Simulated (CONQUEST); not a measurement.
# WS2 in CONQUEST: convergence with scf tolerance

Aim: find how far scf tolerance must go before the results for WS2 settle, at LDA. This setting moves, with any that are tied to it; all else stays.

Everything below comes from runs of CONQUEST 1.3. Logs are shortened: lines on timing, memory, paths and dates and some standing lists are left out, and cuts for length are marked.

### Step 1. The cell of the first run

The cell holds a slab with vacuum, 6 atoms: a = 3.184 Å, b = 5.514 Å, c = 16.951 Å, α = 90.00°, β = 90.00°, γ = 90.00°.

The cell isn't the ideal one: atoms moved at random.

### Step 2. With scf tolerance 0.01

Conquest_input

```
IO.Title WS2
IO.Coordinates coords.dat
IO.FractionalAtomicCoords T
IO.Iprint 2
IO.Iprint_init 1
General.NumberOfSpecies 2
General.PseudopotentialType hamann
AtomMove.TypeOfRun static
AtomMove.FullStress T
Grid.GridCutoff 120
DM.SolutionMethod diagon
Diag.MPMesh T
Diag.GammaCentred T
Diag.MPMeshX 6
Diag.MPMeshY 4
Diag.MPMeshZ 2
Diag.kT 0.00183747
minE.SCTolerance 0.01
SC.MaxIters 100
IO.AtomChargeOutput T
SC.KerkerPreCondition T
SC.KerkerFactor 0.3
SC.LinearMixingFactor 0.3
%block ChemicalSpeciesLabel
1 183.850 W
2 32.070 S
%endblock
```

coords.dat

```
    6.0159740242     0.0000000000     0.0000000000
    0.0000000000    10.4199726677     0.0000000000
    0.0000000000     0.0000000000    32.0319498662
6
  0.0200535000   0.0075015000   0.0029400000 1 T T T
  0.5200535000   0.5075015000   0.0029400000 1 T T T
  0.4924185000   0.1856365000   0.9086350000 2 T T T
  0.9924185000   0.6856365000   0.9086350000 2 T T T
  0.4934760000   0.1428720000   0.0933270000 2 T T T
  0.9934760000   0.6428720000   0.0933270000 2 T T T
```

Potentials or basis: PseudoDojo NC LDA, DZP, grid cutoff 120 Ha.

Launch:

```bash
$ OMP_NUM_THREADS=1 Conquest
```

Run time: 28 s. Hardware: 1 thread of AMD EPYC 7B13 (Zen 3), shared host; peak memory 0.9 GiB.

Results:

```
Free energy            : -5339.1616 eV
Band gap on the k mesh : 1.79 eV
Mulliken charges       : W +0.83; S -0.39, -0.44 e
```

### Step 3. With scf tolerance 0.001

Conquest_input: that of step 2 with these lines changed.

```diff
@@ -17,3 +17,3 @@
 Diag.kT 0.00183747
-minE.SCTolerance 0.01
+minE.SCTolerance 0.001
 SC.MaxIters 100
```

coords.dat is that of step 2.

Potentials or basis: PseudoDojo NC LDA, DZP, grid cutoff 120 Ha.

Launch:

```bash
$ OMP_NUM_THREADS=1 Conquest
```

Run time: 34 s. Hardware: 1 thread of AMD EPYC 7B13 (Zen 3), shared host; peak memory 0.9 GiB.

What came out:

| Quantity | Value |
| --- | --- |
| Free energy | -5338.6474 eV |
| Band gap on the k mesh | 1.65 eV |
| Mulliken charges | W +0.42; S -0.19, -0.23 e |

### Step 4. With scf tolerance 0.0001

Conquest_input: that of step 3 with these lines changed.

```diff
@@ -17,3 +17,3 @@
 Diag.kT 0.00183747
-minE.SCTolerance 0.001
+minE.SCTolerance 0.0001
 SC.MaxIters 100
```

coords.dat is that of step 3.

Launch:

```bash
$ OMP_NUM_THREADS=1 Conquest
```

It took 43 s on 1 thread of AMD EPYC 7B13 (Zen 3), shared host; peak memory 0.9 GiB.

It converged, with:

- Free energy: -5338.6089 eV
- Largest force: 2.601 eV/Å
- Band gap on the k mesh: 1.71 eV
- Mulliken charges: W +0.49; S -0.23, -0.26 e

### Step 5. With scf tolerance 1e-05

Conquest_input: that of step 4 with these lines changed.

```diff
@@ -17,3 +17,3 @@
 Diag.kT 0.00183747
-minE.SCTolerance 0.0001
+minE.SCTolerance 1e-05
 SC.MaxIters 100
```

coords.dat is that of step 4.

Launch:

```bash
$ OMP_NUM_THREADS=1 Conquest
```

Run time: 66 s. Hardware: 1 thread of AMD EPYC 7B13 (Zen 3), shared host; peak memory 0.9 GiB.

It converged, with:

```
Free energy            : -5338.6054 eV
Largest force          : 2.633 eV/Å
Band gap on the k mesh : 1.73 eV
Mulliken charges       : W +0.51; S -0.24, -0.27 e
```

### Step 6. With scf tolerance 1e-06

Conquest_input: that of step 5 with these lines changed.

```diff
@@ -17,3 +17,3 @@
 Diag.kT 0.00183747
-minE.SCTolerance 1e-05
+minE.SCTolerance 1e-06
 SC.MaxIters 100
```

coords.dat is that of step 5.

Potentials or basis: PseudoDojo NC LDA, DZP, grid cutoff 120 Ha.

Launch:

```bash
$ OMP_NUM_THREADS=1 Conquest
```

Run time: 2.1 min. Hardware: 1 thread of AMD EPYC 7B13 (Zen 3), shared host; peak memory 0.9 GiB.

The run converged. Its results:

```
Free energy            : -5338.6070 eV
Largest force          : 2.642 eV/Å
Band gap on the k mesh : 1.74 eV
Mulliken charges       : W +0.51; S -0.24, -0.27 e
```

### Step 7. With scf tolerance 1e-07

Conquest_input: that of step 6 with these lines changed.

```diff
@@ -17,3 +17,3 @@
 Diag.kT 0.00183747
-minE.SCTolerance 1e-06
+minE.SCTolerance 1e-07
 SC.MaxIters 100
```

coords.dat is that of step 6.

Launch:

```bash
$ OMP_NUM_THREADS=1 Conquest
```

Run time: 3.4 min. Hardware: 1 thread of AMD EPYC 7B13 (Zen 3), shared host; peak memory 0.9 GiB.

The run converged. Its results:

```yaml
Free_energy: -5338.6072 eV
Largest_force: 2.642 eV/Å
Band_gap_on_the_k_mesh: 1.74 eV
Mulliken_charges: W +0.51; S -0.24, -0.28 e
```

### Step 8. With scf tolerance 1e-08

Conquest_input: that of step 7 with these lines changed.

```diff
@@ -17,3 +17,3 @@
 Diag.kT 0.00183747
-minE.SCTolerance 1e-07
+minE.SCTolerance 1e-08
 SC.MaxIters 100
```

coords.dat is that of step 7.

Potentials or basis: PseudoDojo NC LDA, DZP, grid cutoff 120 Ha.

Launch:

```bash
$ OMP_NUM_THREADS=1 Conquest
```

The program printed:

```text
Simulation cell dimensions:     6.0160 a0 x    10.4200 a0 x    32.0319 a0

      Atomic coordinates (a0)
         Atom         X         Y         Z  Species
            1    0.1206    0.0782    0.0942        1
            2    3.1286    5.2882    0.0942        1
            3    2.9624    1.9343   29.1054        2
            4    5.9704    7.1443   29.1054        2
            5    2.9687    1.4887    2.9894        2
            6    5.9767    6.6987    2.9894        2

         Monkhorst-Pack mesh:   6 x   4 x   2 gamma-centred
        This calculation includes non-local pseudopotentials,
         with a maximum core radius of      7.87260436

    Job title: WS2
    Job to be run: static calculation

[... 5 lines left out ...]
      Using Fermi-Dirac smearing

    Integration grid size:     32 x   60 x  160

    Integration grid spacing:  0.188 a0 x 0.174 a0 x 0.200 a0

    Number of species:  2
    --------------------------------------------------------
    |   #  mass (au)  Charge (e)  SF Rad (a0)  NSF  Label  |
    --------------------------------------------------------
    |   1    183.850      14.000        8.208   19  W      |
    |   2     32.070       6.000        6.406   13  S      |
    --------------------------------------------------------
          SCF tolerance:                 0.00000001
          SCF iterations:               100

    LibXC version:  6. 2. 2
    Using the LDA functional Slater exchange
    Using the LDA functional Perdew & Wang

           radial cut-off to be used is taken to be max PAO cut-off radius for this species:    7.872604

           greatest ang. mom. for making density from PAOs:  2

           radial cut-off to be used is taken to be max PAO cut-off radius for this species:    6.083497

           greatest ang. mom. for making density from PAOs:  2
    Minimum blocs/proc is     4800. Maximum blocs/proc is     4800
    set_atom_dens: In set_atomic_density, electrons :      52.000000000000
 matrix_size & matrix_size_padH =           90          90

    Screened ion int: energy:    -139.375457975332 Ha

    new_SC_potl: Starting.  Tolerance:  0.10000E-07

    PulayMixSC: Starting Pulay mixing, A_up =  0.300 A_dn =  0.300
    PulayMixSC: Spin non-polarised calculation.
    PulayMixSC: with Kerker preconditioning, q0 =  0.300
          Harris-Foulkes Energy            :      -196.210571212573427 Ha
          (TS=0 as O(N) or entropic contribution is negligible)
          DFT Total Energy                 :      -196.160441765496586 Ha
          Total number of electrons        :        51.999999999997158
    PulayMixSC: Pulay iteration     1 residual:              0.21873E-02
          Harris-Foulkes Energy            :      -196.202051873103642 Ha
          (TS=0 as O(N) or entropic contribution is negligible)
          DFT Total Energy                 :      -196.175733518986760 Ha
          Total number of electrons        :        52.000013240761291
    PulayMixSC: Pulay iteration     2 residual:              0.16705E-02
          Harris-Foulkes Energy            :      -196.191673414736073 Ha
          (TS=0 as O(N) or entropic contribution is negligible)
          DFT Total Energy                 :      -196.185667213661532 Ha
          Total number of electrons        :        52.000049306063538
    PulayMixSC: Pulay iteration     3 residual:              0.47691E-03
          Harris-Foulkes Energy            :      -196.190614181073300 Ha
          (TS=0 as O(N) or entropic contribution is negligible)
          DFT Total Energy                 :      -196.189732310029086 Ha
          Total number of electrons        :        52.000041520038891
    PulayMixSC: Pulay iteration     4 residual:              0.22689E-03
          Harris-Foulkes Energy            :      -196.190466745106477 Ha
          (TS=0 as O(N) or entropic contribution is negligible)
          DFT Total Energy                 :      -196.189368762039521 Ha
          Total number of electrons        :        52.000046171851480
    PulayMixSC: Pulay iteration     5 residual:              0.13964E-03
          Harris-Foulkes Energy            :      -196.190257727159889 Ha
          (TS=0 as O(N) or entropic contribution is negligible)
          DFT Total Energy                 :      -196.189963760937076 Ha
          Total number of electrons        :        52.000044378343787
    PulayMixSC: Pulay iteration     6 residual:              0.63106E-04
          Harris-Foulkes Energy            :      -196.190209320630487 Ha
          (TS=0 as O(N) or entropic contribution is negligible)
          DFT Total Energy                 :      -196.190040253912684 Ha
          Total number of electrons        :        52.000045799307237
    PulayMixSC: Pulay iteration     7 residual:              0.50622E-04
          Harris-Foulkes Energy            :      -196.190182474034287 Ha
          (TS=0 as O(N) or entropic contribution is negligible)
          DFT Total Energy                 :      -196.190138894531088 Ha
          Total number of electrons        :        52.000045155501915
    PulayMixSC: Pulay iteration     8 residual:              0.27094E-04
          Harris-Foulkes Energy            :      -196.190172560196800 Ha
          (TS=0 as O(N) or entropic contribution is negligible)
          DFT Total Energy                 :      -196.190153031926116 Ha
          Total number of electrons        :        52.000044881968876
    PulayMixSC: Pulay iteration     9 residual:              0.24137E-04
          Harris-Foulkes Energy            :      -196.190164424085992 Ha
          (TS=0 as O(N) or entropic contribution is negligible)
          DFT Total Energy                 :      -196.190161219675389 Ha
          Total number of electrons        :        52.000044717310068
    PulayMixSC: Pulay iteration    10 residual:              0.22056E-04
          Harris-Foulkes Energy            :      -196.190136345063422 Ha
          (TS=0 as O(N) or entropic contribution is negligible)
          DFT Total Energy                 :      -196.190176913802986 Ha
          Total number of electrons        :        52.000044570167859
[... 68 further cycles ...]
    PulayMixSC: Pulay iteration    79 residual:              0.22407E-07
          Harris-Foulkes Energy            :      -196.190194653327978 Ha
          (TS=0 as O(N) or entropic contribution is negligible)
          DFT Total Energy                 :      -196.190194695901425 Ha
          Total number of electrons        :        52.000044779560710
    PulayMixSC: Pulay iteration    80 residual:              0.21541E-07
          Harris-Foulkes Energy            :      -196.190194654824268 Ha
          (TS=0 as O(N) or entropic contribution is negligible)
          DFT Total Energy                 :      -196.190194695903187 Ha
          Total number of electrons        :        52.000044778783938
    PulayMixSC: Pulay iteration    81 residual:              0.21091E-07
          Harris-Foulkes Energy            :      -196.190194670015757 Ha
          (TS=0 as O(N) or entropic contribution is negligible)
          DFT Total Energy                 :      -196.190194695922827 Ha
          Total number of electrons        :        52.000044780419444
    PulayMixSC: Pulay iteration    82 residual:              0.16819E-07
          Harris-Foulkes Energy            :      -196.190194672935462 Ha
          (TS=0 as O(N) or entropic contribution is negligible)
          DFT Total Energy                 :      -196.190194695924163 Ha
          Total number of electrons        :        52.000044780467704
    PulayMixSC: Pulay iteration    83 residual:              0.15877E-07
          Harris-Foulkes Energy            :      -196.190194674834089 Ha
          (TS=0 as O(N) or entropic contribution is negligible)
          DFT Total Energy                 :      -196.190194695923935 Ha
          Total number of electrons        :        52.000044780022606
    PulayMixSC: Pulay iteration    84 residual:              0.15060E-07
          Harris-Foulkes Energy            :      -196.190194679938713 Ha
          (TS=0 as O(N) or entropic contribution is negligible)
          DFT Total Energy                 :      -196.190194695926863 Ha
          Total number of electrons        :        52.000044777662296
    PulayMixSC: Pulay iteration    85 residual:              0.11457E-07
          Harris-Foulkes Energy            :      -196.190194680645448 Ha
          (TS=0 as O(N) or entropic contribution is negligible)
          DFT Total Energy                 :      -196.190194695928199 Ha
          Total number of electrons        :        52.000044779759179
    PulayMixSC: Pulay iteration    86 residual:              0.10633E-07
          Harris-Foulkes Energy            :      -196.190194681269503 Ha
          (TS=0 as O(N) or entropic contribution is negligible)
          DFT Total Energy                 :      -196.190194695928255 Ha
          Total number of electrons        :        52.000044780240451
    PulayMixSC: Pulay iteration    87 residual:              0.10292E-07
          Harris-Foulkes Energy            :      -196.190194687708129 Ha
          (TS=0 as O(N) or entropic contribution is negligible)
          DFT Total Energy                 :      -196.190194695929222 Ha
          Total number of electrons        :        52.000044779044025
    PulayMixSC: Pulay iteration    88 residual:              0.83169E-08
    PulayMixSC: Reached SCF tolerance of  0.83169E-08 after     88 iterations
      | Number of electrons      =        52.000045
      |* band energy as 2Tr[K.H] =       -46.308270420545583 Ha
      |  screened ion-ion energy =      -139.375457975332097 Ha
      |  Ha correction           =         0.059701048436884 Ha
      |  XC correction           =       -10.566167440465810 Ha
      |* Harris-Foulkes energy   =      -196.190194687708129 Ha
      |* DFT total energy        =      -196.190194695929222 Ha
      |  estimated accuracy      =         0.000000008221093 Ha

    force: Forces on atoms (Ha/a0)
    force:  Atom   X              Y              Z
    force:     1  -0.0374096908  -0.0217376685  -0.0277065718
    force:     2  -0.0374096908  -0.0217376685  -0.0277065718
    force:     3   0.0142797396  -0.0105637018   0.0091330519
    force:     4   0.0142797396  -0.0105637018   0.0091330519
    force:     5   0.0232630713   0.0320193810   0.0186485362
    force:     6   0.0232630713   0.0320193810   0.0186485362

    force: Maximum force :        0.03740969(Ha/a0) on atom         1 in x direction
    force: Force Residual:        0.04063151 Ha/a0
    force: Total stress:          0.53917479    -0.68368516    -0.70067894 GPa
                            -0.68368516     1.76035213    -3.64521345
                            -0.70067894    -3.64521345    -0.77224585
    force: Average pressure:     -0.50909369 GPa

    force: Finished force
    get_E_and_F: Change in energy during last step of electronic optimisation: -0.64386E-08

    BIBLIOGRAPHY: Please consider citing the following references in the conquest.bib file

    CONQUEST:         Bowler2002pt, Miyazaki2004, Nakata2020
    Basis:            Bowler2019
    DM:               Bowler:2006xr
    Pseudopotentials: Hamann2013, Bowler2019
    XC references from LibXC:
      P. A. M. Dirac.,  Math. Proc. Cambridge Philos. Soc. 26, 376 (1930)
```

Run time: 4.6 min. Hardware: 1 thread of AMD EPYC 7B13 (Zen 3), shared host; peak memory 0.9 GiB.

What came out:

| Item | Value |
| --- | --- |
| Free energy | -5338.6072 eV |
| Largest force | 2.642 eV/Å |
| Band gap on the k mesh | 1.74 eV |
| Mulliken charges | W +0.51; S -0.24, -0.28 e |

### Step 9. With scf tolerance 1e-09

Conquest_input: that of step 8 with these lines changed.

```diff
@@ -17,3 +17,3 @@
 Diag.kT 0.00183747
-minE.SCTolerance 1e-08
+minE.SCTolerance 1e-09
 SC.MaxIters 100
```

coords.dat is that of step 8.

Potentials or basis: PseudoDojo NC LDA, DZP, grid cutoff 120 Ha.

Launch:

```bash
$ OMP_NUM_THREADS=1 Conquest
```

Run time: 4.9 min. Hardware: 1 thread of AMD EPYC 7B13 (Zen 3), shared host; peak memory 0.74 GiB.

The run did not converge.

### Step 10. The series at a glance

```
scf tolerance  energy less the tightest run, at zero smearing (meV/atom)  gap on the mesh (eV)  SCF cycles  CPU time (s)  peak memory (GiB)
         0.01                                                     -92.41                 1.794           1            28                0.9
        0.001                                                      -6.71                 1.653           3            34                0.9
       0.0001                                                      -0.29                 1.712           6            43                0.9
        1e-05                                                       0.29                 1.735          14            66                0.9
        1e-06                                                       0.02                 1.739          36           130                0.9
        1e-07                                                       0.00                 1.739          64           210                0.9
        1e-08                                                       0.00                 1.739          88           280                0.9
        1e-09                                              not converged                     -           -             -                  -
```

Against the tightest run, the energy stays within 1 meV/atom from 0.0001 on; the gap on the mesh stays within 0.01 eV from 1e-05 on. The tightest run that finished is the yardstick and may itself not be fully converged.

Caveats: spin-orbit coupling is left out, which moves the levels of the heavy elements; the basis of atomic orbitals isn't converged, which shifts pressures, moduli and gaps.
